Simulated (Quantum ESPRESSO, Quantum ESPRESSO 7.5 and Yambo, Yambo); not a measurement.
## Beyond one shot: RbBr (Fm-3m)

How far does self-consistency move the gap of RbBr (Fm-3m)?

Main program and level: Quantum ESPRESSO 7.5 and Yambo 5.3.0; PBE and many-body steps on it, plane waves.

The database entry behind the starting cell differs from later determinations by our own check (about 0.5 % short), so it need not match the best structure at ambient conditions.

### Step 1. Starting point

It takes space group Fm-3m (No. 225, cubic). The conventional cell has a = 6.854 Å, b = 6.854 Å, c = 6.854 Å, α = 90.00°, β = 90.00°, γ = 90.00°. Rb has 6 Br at 3.43 Å nearest. Br has 6 Rb at 3.43 Å nearest. Farther neighbours and most contacts between anions are not listed.

As a file:

```cif
data_structure
_symmetry_space_group_name_H-M 'Fm-3m'
_symmetry_Int_Tables_number 225
_cell_length_a 6.8540
_cell_length_b 6.8540
_cell_length_c 6.8540
_cell_angle_alpha 90.000
_cell_angle_beta 90.000
_cell_angle_gamma 90.000
_cell_volume 321.98
loop_
_atom_site_label
_atom_site_type_symbol
_atom_site_symmetry_multiplicity
_atom_site_Wyckoff_symbol
_atom_site_fract_x
_atom_site_fract_y
_atom_site_fract_z
_atom_site_occupancy
Rb1 Rb 4 a 0.00000 0.00000 0.00000 1
Br1 Br 4 b 0.50000 0.00000 0.00000 1
```

The cell and positions come from the Crystallography Open Database and are kept as given unless a step says otherwise.

### Step 2. Empty states on the mesh, 4×4×4 mesh, 195 bands

This step: Quantum ESPRESSO 7.5; DFT, PBE, plane waves, norm-conserving pseudopotentials.

The sums over transitions need many empty states on a uniform mesh; this step solves for them.

File pw.in:

```
&control
  calculation = 'nscf'
  prefix = 'x'
  outdir = 'o'
  pseudo_dir = 'pseudo'
/
&system
  ibrav = 0
  nat = 2
  ntyp = 2
  ecutwfc = 76.0
  nbnd = 195
  force_symmorphic = .true.
/
&electrons
  conv_thr = 1e-9
  electron_maxstep = 80
  diago_full_acc = .true.
  diago_thr_init = 5e-6
/
ATOMIC_SPECIES
  Rb 85.468 Rb.upf
  Br 79.904 Br.upf
CELL_PARAMETERS angstrom
  -0.0000000000 3.4270000000 3.4270000000
  3.4270000000 -0.0000000000 3.4270000000
  3.4270000000 3.4270000000 -0.0000000000
ATOMIC_POSITIONS crystal
  Rb 0.0000000000 0.0000000000 0.0000000000
  Br 0.5000000000 0.5000000000 0.5000000000
K_POINTS automatic
  4 4 4 0 0 0
```

The run is started by

```sh
$ OMP_NUM_THREADS=1 mpirun -n 16 pw.x -nk 4 -in pw.in > pw.out
```

The program printed:

```text
Program PWSCF v.7.5 starts

     This program is part of the open-source Quantum ESPRESSO suite
     for quantum simulation of materials; please cite
         "P. Giannozzi et al., J. Phys.:Condens. Matter 21 395502 (2009);
         "P. Giannozzi et al., J. Phys.:Condens. Matter 29 465901 (2017);
         "P. Giannozzi et al., J. Chem. Phys. 152 154105 (2020);
     in publications or presentations arising from this work. More details at

     Atomic positions and unit cell read from directory:
     o/x.save/

     Message from routine setup:
[...]
k =-0.3536-0.3536 0.3536 (  6116 PWs)   bands (ev):

[...]
46.1279  46.1888  46.2049  49.0310  49.9487  51.7198  51.7198  52.7416
     [... 13 further rows ...]
    96.9658  97.0172  97.0494  97.5036  97.5036  97.9663  99.1614  99.1614
    99.2964  99.2965  99.5509

          k = 0.3536 0.0000 0.0000 (  6102 PWs)   bands (ev):

     [... further k-points ...]

     highest occupied, lowest unoccupied level (ev):     2.1322    6.4965

     XML data file, pseudopotentials, collected wavefunctions

=------------------------------------------------------------------------------=
   JOB DONE.
=------------------------------------------------------------------------------=
```

Elapsed: 8.1 s, on 16 MPI ranks of AMD EPYC 7R43, shared host; peak memory 1.3 GiB.

This step gave:

| Property | Result |
| --- | --- |
| gap | 4.364 eV |
| k of the valence top | 0, 0, 0 |
| k of the conduction bottom | 0, 0, 0 |
| least direct gap | 4.364 eV |
| k points computed | 8 |
| lowest point of the top converged band, above the valence top | 94.2073 eV |

On this mesh the gap is 4.364 eV.

The density comes from a self-consistent run that is not shown.

### Step 3. Conversion and set-up

This step: Yambo 5.3.0; conversion and set-up on PBE, plane waves, norm-conserving pseudopotentials.

The states are converted to the many-body program's format and the q mesh is built.

The run is started by

```sh
$ (cd o/x.save; p2y > p2y.log; mv SAVE ../..); yambo > setup.log
```

The program printed:

```text
 Yambo, version 5.3.0

 [02] CORE Variables Setup
 =========================

  [02.01] Unit cells
  ==================

  Cell kind             :  FCC
  Atoms in the cell     :  Rb  Br
  number of Rb atoms    :  1
  number of Br atoms    :  1

  List of atomic masses
  Mass of Rb    :  85.46800
  Mass of Br    :  79.90400

  List of atomic coordinates    : [cc]
  Rb1       :  0.000000  0.000000  0.000000  order 1
  Br1       :  6.476091  6.476091  6.476091  order 2

  Alat factors          :  6.476091  6.476091  6.476091 [a.u.]
  Direct lattice volume :  543.2114 [a.u.]
[...]
==========================================

 IBZ Q-points                                      :   8
 BZ  Q-points                                      :   64

 K/Q-points units:
 rlu = crystal or reduced units; cc = cartesian coordinates; iku = interal k-units

 Q [1]          [rlu]:  0.000000  0.000000  0.000000
 Q [2]          [rlu]:  0.20505E-16 -0.72508E-17  0.25000
 Q [3]          [rlu]: -0.41010E-16  0.14502E-16 -0.50000
[...]
Q [7]          [rlu]:  0.65704E-17 -0.50000     -0.50000
 Q [8]          [rlu]:  0.250000 -0.500000 -0.250000

  [03.01] X indexes
  =================

   [03.01.01] Sigma indexes
   ========================

 [06] Game Over & Game summary
```

It took 4.5 s on 1 MPI rank; peak memory 0.25 GiB.

### Step 4. G0W0

Now the one-shot GW correction: screening in the RPA, then the self-energy of the levels asked for.

This step: G0W0 on PBE, plane waves, norm-conserving pseudopotentials.

File gw1.in:

```
HF_and_locXC
gw0
dyson
ppa
em1d
rim_cut
RandQpts= 1000000
RandGvec= 1 RL
EXXRLvcs= 76 Ry
VXCRLvcs= 304 Ry
Chimod= "HARTREE"
% BndsRnXp
 1 | 195 |
%
NGsBlkXp= 14.5 Ry
% LongDrXp
 1 | 1 | 1 |
%
% GbndRnge
 1 | 195 |
%
DysSolver= "n"
ExtendOut
PPAPntXp= 27.21138 eV
% QPkrange
 1 | 1 | 12 | 15 |
%
```

The run is started by

```sh
$ OMP_NUM_THREADS=1 mpirun -n 16 yambo -F gw1.in -J gw1 -C gw1 > gw1.log
```

The program printed:

```text
 Yambo, version 5.3.0

 [02] CORE Variables Setup
 =========================

  [... cell, symmetries and grids as in the set-up ...]

  [02.05] Energies & Occupations
  ==============================

  [X] === General ===
  [X] Electronic Temperature                        :  0.000000  0.000000 [eV K]
  [X] Bosonic    Temperature                        :  0.000000  0.000000 [eV K]
  [X] Finite Temperature mode                       : no
  [X] El. density                                   :  0.32300E+24 [cm-3]
  [X] Fermi Level                                   :  2.132233 [eV]

  [X] === Gaps and Widths ===
  [X] Conduction Band Min                           :  4.364255 [eV]
  [X] Valence Band Max                              :  0.000000 [eV]
  [X] Filled Bands                                  :  13
  [X] Empty Bands                                   :   14  195
  [X] Direct Gap                                    :  4.364255 [eV]
  [X] Direct Gap localized at k                     :  1
  [X] Indirect Gap                                  :  4.364255 [eV]
  [X] Indirect Gap between kpts                     :  1  1
  [X] Last valence band width                       :  0.354274 [eV]
  [X] 1st conduction band width                     :  2.722712 [eV]

 [03] Transferred momenta grid and indexing
 ==========================================

 IBZ Q-points                                      :   8
 BZ  Q-points                                      :   64

 K/Q-points units:
 rlu = crystal or reduced units; cc = cartesian coordinates; iku = interal k-units

 Q [1]          [rlu]:  0.000000  0.000000  0.000000
 Q [2]          [rlu]:  0.20505E-16 -0.72508E-17  0.25000
 Q [3]          [rlu]: -0.41010E-16  0.14502E-16 -0.50000
 Q [4]          [rlu]: -0.32852E-17  0.25000      0.25000
 Q [5]          [rlu]:  0.34809E-16  0.25000      0.50000
 Q [6]          [rlu]:  0.99473E-16  0.25000     -0.25000
 Q [7]          [rlu]:  0.65704E-17 -0.50000     -0.50000
 Q [8]          [rlu]:  0.250000 -0.500000 -0.250000

 [04] Coloumb potential Random Integration (RIM)
 ===============================================

  [04.01] RIM initialization
  ==========================

  * Diagonal components only detected *

  8 x (sBL volume)        :  0.057080 [a.u.]
  sBZ random points       :  1000000
  Points outside the sBZ  :   7999624
  RL volume               :  0.456637 [a.u.]
  Integrated volume       :  0.456658 [a.u.]

  [04.02] RIM integrals
  =====================

  Gamma point sphere radius             :  0.069841 [a.u.]
  Points outside the sphere             :   799635
  [Int_sBZ(q=0) 1/q^2]*(Vol_sBZ)^(-1/3) =:  7.763403
                                 should be <:  7.795600

  Summary of Coulomb integrals for non-metallic bands |Q|[au] RIM/Bare

  Q [1] 0.100000E-4 0.995870 * Q [2] 0.210057 1.064399
  Q [4] 0.242553 1.062895 * Q [6] 0.343022 1.025542
  Q [5] 0.402229 1.018794 * Q [3] 0.420114 1.016436
  Q [7] 0.485106 1.013461 * Q [8] 0.542365 1.010414

 [05] Dipoles
 ============

  [05.01] Setup: observables and procedures
  =========================================

 [06] Dynamic Dielectric Matrix (PPA)
 ====================================

 [SLK-Inversion]  Pools        :   4
 [SLK-Inversion]  BLACS grid   :  2  2

 [WR./gw1//ndb.pp]---------------------------------------------------------------
  Brillouin Zone Q/K grids (IBZ/BZ)                :    8   64    8   64
  RL vectors                                       :   7343 [WF]
  Coulomb cutoff potential                         : none
  Electronic Temperature                           :  0.000000 [K]
  Bosonic    Temperature                           :  0.000000 [K]
  PPA    diel. fun.  energies                      : Perdew, Burke & Ernzerhof(X)+Perdew, Burke & Ernzerhof(C)
  wavefunctions                                    : Perdew, Burke & Ernzerhof(X)+Perdew, Burke & Ernzerhof(C)
  Global Gauge                                     : length
  X matrix size                                    :   537
  X band range                                     :    1  195
  X e/h energy range                               : -1.000000 -1.000000 [eV]
  X Time ordering                                  : R
  X Hxc Kernel                                     : HARTREE
  X Drude frequency                                :  0.000000  0.000000
  X poles                                          :  100.0000 [o/o]
  RL vectors in the sum                            :   7343
  [r,Vnl] included                                 : yes
  Field direction                                  :  0.577350E-5  0.577350E-5  0.577350E-5
  BZ energy Double Grid                            : no
  BZ energy DbGd points                            : 0
  BZ Q point size factor                           : -1.000000
  X Optical Averaged directions                    : none

 [07] Local Exchange-Correlation + Non-Local Fock
 ================================================

 [VXC] Plane waves :   48671
 [EXS] Plane waves :   6081

 QP @ state[ 1 ] K range:  1  1
 QP @ state[ 1 ] b range:  12  15

 [xc] Functional : Perdew, Burke & Ernzerhof(X)+Perdew, Burke & Ernzerhof(C)
 [xc] LIBXC used to calculate xc functional
  PP Number of Atomic Species                      :  2
  NLCC RL compoments                               :   48671
  PP Number of Atomic Species                      :  2
  NLCC RL compoments                               :   48671

 [xc] E_xc :  -16.27496 [Ha]
      E_xc :  -32.54992 [Ry]

  Local XC kind (lXC) : Perdew, Burke & Ernzerhof(X)+Perdew, Burke & Ernzerhof(C)
  Non-Local XC kind (nlXC) : Hartree-Fock

  Corrections @ K [1] :  [eV]
 <12|nlXC|12> = -19.38961  0.43383E-17 <12|lXC|12> = -14.22687 -0.75527E-15
 <13|nlXC|13> = -19.38962  0.15028E-16 <13|lXC|13> = -14.22687  0.000000
 <14|nlXC|14> = -3.637713 -0.10605E-17 <14|lXC|14> = -6.942250  0.000000
 <15|nlXC|15> = -3.251958 -0.41025E-18 <15|lXC|15> = -7.444603  0.000000

 [08] Dyson equation: Newton solver
 ==================================

  [08.01] G0W0 (W PPA)
  ====================

  [  GW  ] Bands range     :    1  195
  [GW/PPA] G damping       :  0.100000 [eV]

  QP @ state[ 1 ] K range:  1  1
  QP @ state[ 1 ] b range:  12  15

   Sc/G bands                                       :    1  195
   Sc/G damping                                     :  0.100000 ev
   Sc bands terminator                              : no
   Sx RL components                                 :   6081

   QP @ state[ 1 ] K range                          :  1  1
   QP @ state[ 1 ] b range                          :  12  15
   GF energies kind                                 : Perdew, Burke & Ernzerhof(X)+Perdew, Burke & Ernzerhof(C)
   GF WF`s kind                                     : Perdew, Burke & Ernzerhof(X)+Perdew, Burke & Ernzerhof(C)
   Xs energies kind                                 : Perdew, Burke & Ernzerhof(X)+Perdew, Burke & Ernzerhof(C)
   Xs WF`s kind                                     : Perdew, Burke & Ernzerhof(X)+Perdew, Burke & Ernzerhof(C)

 [11] Game Over & Game summary
```

The job ended after 2.2 min (16 MPI ranks; peak memory 8.2 GiB).

This step gave:

| Item | Value |
| --- | --- |
| G0W0 gap on the points computed | 7.568 eV |
| starting gap on the mesh | 4.364 eV |
| k of the valence top | 0, 0, 0 |
| k of the conduction bottom | 0, 0, 0 |
| least direct G0W0 gap on the computed points | 7.568 eV |
| Z at the valence top | 0.8264 |
| Z at the conduction bottom | 0.8768 |

The gap on the mesh goes from 4.36 eV to 7.57 eV, a correction of +3.20 eV.

### Step 5. evGW0, cycle 1

This step: evGW0 on PBE, plane waves, norm-conserving pseudopotentials.

gw3.in, as its differences from gw1.in of step 4:

```diff
@@ -25,3 +25,4 @@
 % QPkrange
- 1 | 1 | 12 | 15 |
+ 1 | 8 | 10 | 16 |
 %
+GfnQPdb= "E < ./gw2/ndb.QP"
```

The run is started by

```sh
$ OMP_NUM_THREADS=1 mpirun -n 16 yambo -F gw3.in -J gw3,gw1_W -C gw3 > gw3.log
```

The program printed:

```text
 Yambo, version 5.3.0

 [02] CORE Variables Setup
 =========================

  [... cell, symmetries and grids as in the set-up ...]

  [02.05] Energies & Occupations
  ==============================

  [X] === General ===
  [X] Electronic Temperature                        :  0.000000  0.000000 [eV K]
  [X] Bosonic    Temperature                        :  0.000000  0.000000 [eV K]
  [X] Finite Temperature mode                       : no
  [X] El. density                                   :  0.32300E+24 [cm-3]
  [X] Fermi Level                                   :  2.132233 [eV]

  [X] === Gaps and Widths ===
  [X] Conduction Band Min                           :  4.364255 [eV]
  [X] Valence Band Max                              :  0.000000 [eV]
  [X] Filled Bands                                  :  13
  [X] Empty Bands                                   :   14  195
  [X] Direct Gap                                    :  4.364255 [eV]
  [X] Direct Gap localized at k                     :  1
  [X] Indirect Gap                                  :  4.364255 [eV]
  [X] Indirect Gap between kpts                     :  1  1
  [X] Last valence band width                       :  0.354274 [eV]
  [X] 1st conduction band width                     :  2.722712 [eV]

 [03] Transferred momenta grid and indexing
 ==========================================

 IBZ Q-points                                      :   8
 BZ  Q-points                                      :   64

 K/Q-points units:
 rlu = crystal or reduced units; cc = cartesian coordinates; iku = interal k-units

 Q [1]          [rlu]:  0.000000  0.000000  0.000000
 Q [2]          [rlu]:  0.20505E-16 -0.72508E-17  0.25000
 Q [3]          [rlu]: -0.41010E-16  0.14502E-16 -0.50000
[...]
[G+QP] Indirect Gap                               :  7.567773 [eV]
  [G+QP] Indirect Gap between kpts                  :  1  1
  [G+QP] Last valence band width                    :  0.347853 [eV]
  [G+QP] 1st conduction band width                  :  2.997085 [eV]

  [coarse-grid] Minimum Bare Gap        [ev]:  4.364255
  [coarse-grid] Minimum Gap Correction  [ev]:  3.203518

  Eqp @ K [1]
  -58.82035 -58.82035 -58.81838 -58.81838 -58.81838 -24.71048 -12.32139  -8.58464
   -8.58464     -8.10759      0.00000    -0.461642E-4 -0.270204E-3   7.56750      11.1173      11.1173
   10.85486  11.85842  11.85842  15.02515  20.50494  20.50494  20.50494  20.84926
[...]
Eqp @ K [2]
[...]
Eqp @ K [3]
[...]
Eqp @ K [4]
[...]
Eqp @ K [5]
[...]
[... 2 further k-points ...]
  Eqp @ K [8]
[...]
12.36014  14.90577  14.98026  15.05551  15.86852  15.86852  18.10406  18.82282
   18.82282  22.49014  22.62221  23.94887  23.94887  24.84658  24.84658  25.09464

 [07] Dipoles
 ============

  [07.01] Setup: observables and procedures
  =========================================

 [08] Dynamic Dielectric Matrix (PPA)
 ====================================

   Sc/G bands                                       :    1  195
   Sc/G damping                                     :  0.100000 ev
   Sc bands terminator                              : no
   Sx RL components                                 :   6081

   QP @ state[ 1 ] K range                          :   1   8
   QP @ state[ 1 ] b range                          :  10  16
   GF energies kind                                 : Perdew, Burke & Ernzerhof(X)+Perdew, Burke & Ernzerhof(C)+ E < ./gw2/ndb.QP + @E Fit
   GF WF`s kind                                     : Perdew, Burke & Ernzerhof(X)+Perdew, Burke & Ernzerhof(C)
   Xs energies kind                                 : Perdew, Burke & Ernzerhof(X)+Perdew, Burke & Ernzerhof(C)
   Xs WF`s kind                                     : Perdew, Burke & Ernzerhof(X)+Perdew, Burke & Ernzerhof(C)

 [13] Game Over & Game summary
```

Wall time 15 min (16 MPI ranks); peak memory 8.3 GiB.

This step gave:

- quasiparticle gap on the mesh: 7.801 eV
- gap of the density functional on the mesh: 4.364 eV
- k of the valence top: 0, 0, 0
- k of the conduction bottom: 0, 0, 0
- least direct quasiparticle gap on the computed points: 7.801 eV
- Z at the valence top: 0.8319
- Z at the conduction bottom: 0.9008

Against G0W0 in Yambo (4×4×4 mesh, 195 bands, screening to 197.3 eV, Godby-Needs plasmon pole), the gap moves by +0.233 eV.

The program's own table gives 8.118 eV, which is too large where the input levels are shifted: this version takes Σc at the unshifted level E₀, yet steps from the shifted one. The value above is the Newton step from E₀, E₀ + Z(Σc + Σx − Vxc), rebuilt from the printed columns.

### Step 6. evGW0, cycle 2

The corrected levels of the last cycle go back in.

gw4.in, as its differences from gw3.in of step 5:

```diff
@@ -27,2 +27,2 @@
 %
-GfnQPdb= "E < ./gw2/ndb.QP"
+GfnQPdb= "E < ./gw3_fix/ndb.QP"
```

The run is started by

```sh
$ OMP_NUM_THREADS=1 mpirun -n 16 yambo -F gw4.in -J gw4,gw1_W -C gw4 > gw4.log
```

The program printed:

```text
 Yambo, version 5.3.0

 [02] CORE Variables Setup
 =========================

  [... cell, symmetries and grids as in the set-up ...]

  [02.05] Energies & Occupations
  ==============================

  [X] === General ===
  [X] Electronic Temperature                        :  0.000000  0.000000 [eV K]
  [X] Bosonic    Temperature                        :  0.000000  0.000000 [eV K]
  [X] Finite Temperature mode                       : no
  [X] El. density                                   :  0.32300E+24 [cm-3]
[...]
Sx RL components                                 :   6081

   QP @ state[ 1 ] K range                          :   1   8
   QP @ state[ 1 ] b range                          :  10  16
   GF energies kind                                 : Perdew, Burke & Ernzerhof(X)+Perdew, Burke & Ernzerhof(C)+ E < ./gw2/ndb.QP + @E Fit+ E < ./gw3_fix/
   GF WF`s kind                                     : Perdew, Burke & Ernzerhof(X)+Perdew, Burke & Ernzerhof(C)
   Xs energies kind                                 : Perdew, Burke & Ernzerhof(X)+Perdew, Burke & Ernzerhof(C)
   Xs WF`s kind                                     : Perdew, Burke & Ernzerhof(X)+Perdew, Burke & Ernzerhof(C)

 [13] Game Over & Game summary
```

Run time: 14 min. Hardware: 16 MPI ranks; peak memory 8.3 GiB.

This step gave:

```
quasiparticle gap on the mesh                         : 7.817 eV
gap of the density functional on the mesh             : 4.364 eV
k of the valence top                                  : 0, 0, 0
k of the conduction bottom                            : 0, 0, 0
least direct quasiparticle gap on the computed points : 7.817 eV
```

Against the cycle before, the gap moves by +0.016 eV.

The program's own table gives 8.151 eV, which is too large where the input levels are shifted: this version takes Σc at the unshifted level E₀, yet steps from the shifted one. The value above is the Newton step from E₀, E₀ + Z(Σc + Σx − Vxc), rebuilt from the printed columns.

(Continued in part 2 of 2.)

[Paths, hosts, dates, memory and timing lines, banners, echoed tables and standing remarks are left out of the program output.]

[Logs are printed without paths, hosts, clocks, repeated set-up lines and the standing remarks that a program may print on its own settings, such as how far it seeks lower states.]

[Runs of the session that timed out or met a known fault of the program may be left out.]

[Hosts, paths, dates, database ids (printed as entryN), source tags and the programs' standing remarks are cut or masked in the printed files.]
